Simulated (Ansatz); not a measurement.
# Ni (Fm-3m) in Ansatz: notebook

The runs below take Ni through single point, with PBEsol.

Everything below comes from runs of Ansatz 0.2.0. Logs are shortened: lines on timing, memory, paths and dates and some standing lists are left out, and cuts for length are marked.

**1. Starting point**

Symmetry: Fm-3m, No. 225, cubic system. Conventional cell: a = 3.475 Å, b = 3.475 Å, c = 3.475 Å, α = 90.00°, β = 90.00°, γ = 90.00°. Around Ni (site symmetry m-3m) lie 12 Ni at 2.46 Å.

**2. Single point, PBEsol, collinear spin, ferromagnetic start, 9.86 Å³/atom (volume scaled by 0.94)**

Contents of input.yaml:

```yaml
crystal:
  lattice:
    - [0.0, 1.702102308, 1.702102308]
    - [1.702102308, 0.0, 1.702102308]
    - [1.702102308, 1.702102308, 0.0]
  atoms:
    - { symbol: Ni, position: [0.0, 0.0, 0.0], spin: 1.0 }
kpoints:
  mp_grid: { grid: [13, 13, 13] }
scf:
  occupations: { method: fermi_dirac, width: 0.05 }
hamiltonian:
  xc: pbesol
  pseudopotentials: { kind: all_electron, lapw: { basis_error: 0.0005 } }
magnetization:
  spin_polarized: true
output:
  forces: true
  stress: true
  eigenvalues: true
```

Potentials or basis: all-electron LAPW, scalar-relativistic.

On the command line:

```
ansatz run input.yaml --threads 2 --pin off --max-ram 6144MiB --backend cpu --events-out ev --progress --plain --runs-dir out
```

Standard output:

```text
Warning: RAYON_NUM_THREADS=2 ignored (pool sized by the plan → 2); use --threads N
LAPW: plane waves up to 9.736 Å⁻¹, error target 5.0e-4 eV per atom; small_component_spin mean_spin; Ni in spheres of 1.204 Å, 18 of its electrons in bands, Dirac shells [] (how accurate: hamiltonian.pseudopotentials.lapw.basis_error, Limitations)
Engine: ansatz 0.2.0, aarch64-unknown-linux-gnu
Pseudopotentials: kind: all_electron
Pseudopotential: Ni, LAPW, valence charge 18, lapw/all_electron/scalar/gaussian/Ni, Koelling and Harmon's equation, gaussian nucleus
Functional definition: PBEsol
  exchange = pbesol_x
  correlation = pbesol_c
Crystal: 1 atoms, lattice volume = 9.862 Å³
Basis set: ecut = 361.11808850612636 eV, 169 PW (Γ), exchange–correlation at level 2
Bands: 14, of which v1, the nominal top of the filled ones, is band 9 counted from 1 (8 counted from 0)
Symmetry: 48 space group operations
Space group: Fm-3m (ITA 225), of the structure as read, at distance tolerance 2.1e-5 Å
Magnetic group: BNS 225.116 (UNI 1618), of the structure as read, at distance tolerance 2.1e-5 Å
k-points: 84 of 2197
Non-local potential: Ni, projectors of the file, none
Initial density: superposition of atomic densities (chi_scale 0.1, normalization cell)
Starting moments: Σ|m| = 1 μB on 1 of 1 site
Initial wavefunctions: plane waves of lowest kinetic energy (no species holds an atomic orbital)
Functional: x = pbesol(κ = 0.804, μ = 0.12345679012345678), c = pbesol(β = 0.046)
iter 1 solved again at ethr=9.85e-6 eV; its pass at ethr=1.00e-1 eV (dr2=1.77e-3 eV) is discarded
SCF iter   1: F=—  HF=-41348.097253 eV  |F-HF|=—  |Δ(HF+E_count)|=         —  Δρ=1.98e-2 (↑1.96e-2 ↓1.98e-2)  dr2=1.79e-3  dr2_m=3.45e-2  M=0.635 μB ∫|m|=0.670 μB  β_m=0.30  ethr=9.85e-6  ⟨swp⟩=3.9  Hψ=19349  notcnv=0
Mixer restart at iter 1: flushing history
preconditioner: auto → none  [metal: Δε(μ)=0.002 eV  Ē_g=18.018 eV  σ=0.050 eV  W_gap=0.01  n_scr=0 (ndim 8)  ℏωp=37.4 eV  f_vac=0.000  D(μ)=1.48/eV (n_scr^D=14)]
SCF iter   2: F=—  HF=-41348.104124 eV  |F-HF|=—  |Δ(HF+E_count)|=   6.87e-3  Δρ=1.41e-2 (↑1.38e-2 ↓1.41e-2)  dr2=8.78e-4  dr2_m=1.73e-2  M=0.631 μB ∫|m|=0.673 μB  β_m=0.64  ethr=9.85e-6  ⟨swp⟩=2.0  Hψ=6252  notcnv=0
SCF iter   3: F=—  HF=-41348.115695 eV  |F-HF|=—  |Δ(HF+E_count)|=   1.16e-2  Δρ=1.50e-3 (↑9.35e-4 ↓1.50e-3)  dr2=2.31e-4  dr2_m=1.39e-5  M=0.626 μB ∫|m|=0.691 μB  β_m=0.47  ethr=4.88e-6  ⟨swp⟩=2.8  Hψ=7118  notcnv=0
iter 4 solved again at ethr=1.75e-8 eV; its pass at ethr=1.28e-6 eV (dr2=3.15e-6 eV) is discarded
SCF iter   4: F=—  HF=-41348.112735 eV  |F-HF|=—  |Δ(HF+E_count)|=         —  Δρ=5.07e-4 (↑3.87e-4 ↓5.07e-4)  dr2=3.15e-6  dr2_m=1.66e-5  M=0.625 μB ∫|m|=0.690 μB  β_m=0.73  ethr=1.75e-8  ⟨swp⟩=2.3  Hψ=10956  notcnv=0
the basis was enlarged: its passes take 1.1 MiB over the memory plan, 2 of 2 planned eigensolver slots
SCF iter   5: F=—  HF=-41348.112914 eV  |F-HF|=—  |Δ(HF+E_count)|=   1.79e-4  Δρ=2.37e-4 (↑1.55e-4 ↓2.37e-4)  dr2=7.48e-7  dr2_m=3.14e-6  M=0.625 μB ∫|m|=0.693 μB  β_m=0.87  ethr=1.75e-8  ⟨swp⟩=3.0  Hψ=6932  notcnv=0
SCF iter   6: F=—  HF=-41348.112967 eV  |F-HF|=—  |Δ(HF+E_count)|=   5.27e-5  Δρ=1.13e-5 (↑1.13e-5 ↓5.89e-6)  dr2=4.04e-9  dr2_m=5.46e-9  M=0.625 μB ∫|m|=0.695 μB  β_m=0.88  ethr=4.16e-9  ⟨swp⟩=3.0  Hψ=7026  notcnv=0
SCF iter   7: F=—  HF=-41348.112967 eV  |F-HF|=—  |Δ(HF+E_count)|=   7.73e-8  Δρ=1.68e-6 (↑1.08e-6 ↓1.68e-6)  dr2=2.24e-10  dr2_m=7.38e-11  M=0.625 μB ∫|m|=0.696 μB  β_m=0.94  ethr=2.25e-11  ⟨swp⟩=3.0  Hψ=6939  notcnv=0
SCF iter   8: F=-41348.112967 eV  HF=-41348.112967 eV  |F-HF|=7.28e-12  |Δ(HF+E_count)|=   8.04e-9  Δρ=5.05e-7 (↑2.78e-7 ↓5.05e-7)  dr2=3.32e-12  dr2_m=1.32e-11  M=0.625 μB ∫|m|=0.696 μB  ethr=1.24e-12  ⟨swp⟩=2.6  Hψ=6574  notcnv=0
SCF 1 converged in 8 iterations: F = -41348.112967 eV  dr2 = 3.32e-12
SCF converged after 8 iterations
Magnetization: 0.6250 μB (9.3125 up, 8.6875 down)
Absolute magnetization: 0.6955 μB (∫|ρ↑−ρ↓|)
Spin contamination: 0.0049 ħ² per cell (⟨S²⟩ above its minimum at these occupations)
Per-site moments (μB) at R_I (Å): [(0.6453687716345016, 1.2035680663255084)]
Free energy (F): -41348.112967 eV
Harris-Foulkes:  -41348.112967 eV  (|F-HF|=7.28e-12)
Internal energy: -41348.101238 eV  (E = F + TS)
E sigma→0 (E₀):  -41348.107102 eV
Entropy (-TS):   -0.011729 eV (-11.729 meV/atom)
Fermi energy:    20.485893 eV
--- Per-component energies (eV) ---
  E_band       = -245.526426
  E_kinetic    = 42008.157086
  E_xc         = -1696.126449
  E_electrostatic = -81660.131875  (all electrons and nuclei)
  E_smearing   = -0.011729  (= −TS)
  E_closure    = 0.000000  (closes the sum)
  E_atoms      = -41340.345444  (free atoms, spherical and without spin; not in F)
  Σ components = -41348.112967   (vs F -41348.112967, Δ=0.00e0)
  Basis errors (estimates in eV, not in F): energy 1.1e-4 per atom: plane waves 8.5e-5 (6.2e-5 summed), levels above the bands 4.1e-220, relativity 5.2e-9, radial functions 2.2e-5, core shells 6.2e-10; eigenvalues (radial functions only) 2.3e-6; not estimated: angular momenta, meshes, grids; target (lapw.basis_error) 5.0e-4; muffin-tin radii Ni 1.204 Å
--- Forces (eV/Å), atoms counted from 1 ---
  atom   1  Ni    -0.00000000     0.00000000    -0.00000000
  max |Σ_I F_I| component: 6.80e-33 eV/Å
--- Stress (GPa, compression-positive) ---
       13.438384       0.000000      -0.000000
        0.000000      13.438384      -0.000000
       -0.000000      -0.000000      13.438384
  P = ⅓ Tr σ = 13.4384 GPa (134.384 kbar)
--- Band table (eV; the first three rows and the last of 168) ---
  k-point 0 ↑: bands = ["-83.0570", "-43.4042", "-43.4042", "-43.4042", "10.6069", "17.7615", "17.7615", "17.7615", "19.1223", "19.1223", "44.6975", "49.3896", "49.3896", "49.3896"]
  k-point 1 ↑: bands = ["-83.0539", "-43.4225", "-43.4067", "-43.4067", "10.8557", "17.6903", "17.8205", "17.8205", "19.0968", "19.0968", "43.9878", "46.9825", "48.8901", "48.8901"]
  k-point 2 ↑: bands = ["-83.0455", "-43.4732", "-43.4139", "-43.4139", "11.5777", "17.5172", "17.9522", "17.9522", "19.0647", "19.0647", "40.7655", "45.7868", "48.0905", "48.0905"]
  k-point 83 ↓: bands = ["-82.1668", "-42.8322", "-42.8050", "-42.7225", "16.5446", "17.3867", "17.7360", "19.6375", "20.8696", "27.5354", "29.6325", "31.8202", "33.1349", "51.1098"]
```

Wall time 11 s (2 threads of Arm Neoverse V1, shared host); peak memory 0.36 GiB.

What came out:

- Free energy: -41348.1130 eV
- Pressure: 13.4 GPa
- Band gap on the k mesh: none (metal or under the smearing width)
- Net moment: 0.62 μB per cell
- Absolute moment: 0.70 μB per cell
- Site moments: Ni +0.65 μB

**3. Single point, PBEsol, collinear spin, ferromagnetic start, 10.07 Å³/atom (volume scaled by 0.96)**

input.yaml, as its differences from that of step 2:

```diff
@@ -2,5 +2,5 @@
   lattice:
-    - [0.0, 1.702102308, 1.702102308]
-    - [1.702102308, 0.0, 1.702102308]
-    - [1.702102308, 1.702102308, 0.0]
+    - [0.0, 1.714089339, 1.714089339]
+    - [1.714089339, 0.0, 1.714089339]
+    - [1.714089339, 1.714089339, 0.0]
   atoms:
```

Potentials or basis: all-electron LAPW, scalar-relativistic.

On the command line:

```
ansatz run input.yaml --threads 2 --pin off --max-ram 6144MiB --backend cpu --events-out ev --progress --plain --runs-dir out
```

Run time: 11 s. Hardware: 2 threads of Arm Neoverse V1, shared host; peak memory 0.36 GiB.

It converged, with:

| Quantity | Value |
| --- | --- |
| Free energy | -41348.1266 eV |
| Pressure | 7.5 GPa |
| Band gap on the k mesh | none (metal or under the smearing width) |
| Net moment | 0.63 μB per cell |
| Absolute moment | 0.70 μB per cell |
| Site moments | Ni +0.65 μB |

**4. Single point, PBEsol, collinear spin, ferromagnetic start, 10.28 Å³/atom (volume scaled by 0.98)**

input.yaml, as its differences from that of step 3:

```diff
@@ -2,5 +2,5 @@
   lattice:
-    - [0.0, 1.714089339, 1.714089339]
-    - [1.714089339, 0.0, 1.714089339]
-    - [1.714089339, 1.714089339, 0.0]
+    - [0.0, 1.7259110183, 1.7259110183]
+    - [1.7259110183, 0.0, 1.7259110183]
+    - [1.7259110183, 1.7259110183, 0.0]
   atoms:
```

On the command line:

```
ansatz run input.yaml --threads 2 --pin off --max-ram 6144MiB --backend cpu --events-out ev --progress --plain --runs-dir out
```

Run time: 10 s. Hardware: 2 threads of Arm Neoverse V1, shared host; peak memory 0.36 GiB.

It converged, with:

```
Free energy            : -41348.1330 eV
Pressure               : 2.3 GPa
Band gap on the k mesh : none (metal or under the smearing width)
Net moment             : 0.63 μB per cell
Absolute moment        : 0.70 μB per cell
Site moments           : Ni +0.65 μB
```

**5. Single point, PBEsol, collinear spin, ferromagnetic start, 10.49 Å³/atom**

input.yaml, as its differences from that of step 4:

```diff
@@ -2,5 +2,5 @@
   lattice:
-    - [0.0, 1.7259110183, 1.7259110183]
-    - [1.7259110183, 0.0, 1.7259110183]
-    - [1.7259110183, 1.7259110183, 0.0]
+    - [0.0, 1.737572933, 1.737572933]
+    - [1.737572933, 0.0, 1.737572933]
+    - [1.737572933, 1.737572933, 0.0]
   atoms:
```

On the command line:

```
ansatz run input.yaml --threads 2 --pin off --max-ram 6144MiB --backend cpu --events-out ev --progress --plain --runs-dir out
```

Run time: 10 s. Hardware: 2 threads of Arm Neoverse V1, shared host; peak memory 0.36 GiB.

Results (log left out):

```yaml
Free_energy: -41348.1328 eV
Pressure: -2.4 GPa
Band_gap_on_the_k_mesh: none (metal or under the smearing width)
Net_moment: 0.63 μB per cell
Absolute_moment: 0.71 μB per cell
Site_moments: Ni +0.65 μB
```

**6. Single point, PBEsol, collinear spin, ferromagnetic start, 10.70 Å³/atom (volume scaled by 1.02)**

input.yaml, as its differences from that of step 5:

```diff
@@ -2,5 +2,5 @@
   lattice:
-    - [0.0, 1.737572933, 1.737572933]
-    - [1.737572933, 0.0, 1.737572933]
-    - [1.737572933, 1.737572933, 0.0]
+    - [0.0, 1.7490803739, 1.7490803739]
+    - [1.7490803739, 0.0, 1.7490803739]
+    - [1.7490803739, 1.7490803739, 0.0]
   atoms:
```

Potentials or basis: all-electron LAPW, scalar-relativistic.

On the command line:

```
ansatz run input.yaml --threads 2 --pin off --max-ram 6144MiB --backend cpu --events-out ev --progress --plain --runs-dir out
```

It took 10 s on 2 threads of Arm Neoverse V1, shared host; peak memory 0.37 GiB.

The run converged. Its results:

```yaml
Free_energy: -41348.1269 eV
Pressure: -6.6 GPa
Band_gap_on_the_k_mesh: none (metal or under the smearing width)
Net_moment: 0.63 μB per cell
Absolute_moment: 0.71 μB per cell
Site_moments: Ni +0.65 μB
```

**7. Single point, PBEsol, collinear spin, ferromagnetic start, 10.91 Å³/atom (volume scaled by 1.04)**

input.yaml, as its differences from that of step 6:

```diff
@@ -2,5 +2,5 @@
   lattice:
-    - [0.0, 1.7490803739, 1.7490803739]
-    - [1.7490803739, 0.0, 1.7490803739]
-    - [1.7490803739, 1.7490803739, 0.0]
+    - [0.0, 1.7604383569, 1.7604383569]
+    - [1.7604383569, 0.0, 1.7604383569]
+    - [1.7604383569, 1.7604383569, 0.0]
   atoms:
```

On the command line:

```
ansatz run input.yaml --threads 2 --pin off --max-ram 6144MiB --backend cpu --events-out ev --progress --plain --runs-dir out
```

Wall time 11 s (2 threads of Arm Neoverse V1, shared host); peak memory 0.36 GiB.

The run converged. Its results:

- Free energy: -41348.1158 eV
- Pressure: -10.2 GPa
- Band gap on the k mesh: none (metal or under the smearing width)
- Net moment: 0.63 μB per cell
- Absolute moment: 0.72 μB per cell
- Site moments: Ni +0.66 μB

**8. Single point, PBEsol, collinear spin, ferromagnetic start, 11.12 Å³/atom (volume scaled by 1.06)**

input.yaml, as its differences from that of step 7:

```diff
@@ -2,5 +2,5 @@
   lattice:
-    - [0.0, 1.7604383569, 1.7604383569]
-    - [1.7604383569, 0.0, 1.7604383569]
-    - [1.7604383569, 1.7604383569, 0.0]
+    - [0.0, 1.7716516424, 1.7716516424]
+    - [1.7716516424, 0.0, 1.7716516424]
+    - [1.7716516424, 1.7716516424, 0.0]
   atoms:
```

On the command line:

```
ansatz run input.yaml --threads 2 --pin off --max-ram 6144MiB --backend cpu --events-out ev --progress --plain --runs-dir out
```

Run time: 11 s. Hardware: 2 threads of Arm Neoverse V1, shared host; peak memory 0.37 GiB.

Results (log left out):

```yaml
Free_energy: -41348.1003 eV
Pressure: -13.5 GPa
Band_gap_on_the_k_mesh: none (metal or under the smearing width)
Net_moment: 0.63 μB per cell
Absolute_moment: 0.72 μB per cell
Site_moments: Ni +0.66 μB
```
